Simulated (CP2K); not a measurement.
KI under changes of volume

One of the cells (39.510 Å³/atom); the others are scaled copies at fixed shape and fractional positions:

```
I K
1.0
     4.29120    0.00000    0.00000
     0.00000    4.29120    0.00000
     0.00000    0.00000    4.29120
I K
1 1
Direct
  0.50000 0.50000 0.50000
  0.00000 0.00000 0.00000
```

Measurements of this composition are mostly on another form, of space group No. 225.

- Program: CP2K 2026.2
- Functional: PBE
- Potentials or basis: POTENTIAL_UZH I GTH-PBE-q7, K GTH-PBE-q9; TZVP-MOLOPT-PBE-GTH basis
- Density cutoff: 6123 eV
- k mesh: 6 × 6 × 6
- Occupations: fermi-dirac, width 0.05 eV
- Spin: no spin polarisation

```tsv
volume (Å³/atom)	energy over the lowest point (meV/atom)	pressure (GPa)	gap on the mesh (eV)
37.139	18.46	1.6	3.49
37.929	?	?	?
38.720	6.27	0.9	3.38
39.510	2.75	0.6	3.32
40.300	0.71	0.3	3.28
41.090	0.00	0.0	3.23
41.880	0.47	-0.2	3.19
```

Q: What does the run at 37.929 Å³/atom give?

A: Energy over the lowest point 11.44 meV/atom; pressure 1.2 GPa; gap on the mesh 3.43 eV.

Worked out: A Birch-Murnaghan fit of order 3 (a polynomial in V^(-2/3)) to the other rows has its minimum at 41.16 Å³/atom with B0 = V·E''(V) = 12.4 GPa and B' = 4.7. It gives 11.44 meV/atom at 37.929 Å³/atom, against the run's 11.44, and -dE/dV = 1.2 GPa, against 1.2. A parabola through the other rows of the gap, of slope -2.73 eV per unit of ln V there, gives 3.43 eV, against the run's 3.43.

Energies are extrapolated to zero smearing.

Caveats: spin-orbit coupling is left out, which moves the levels of the heavy elements; the basis of atomic orbitals isn't converged, which shifts pressures, moduli and gaps.

A mesh can miss the band edges.
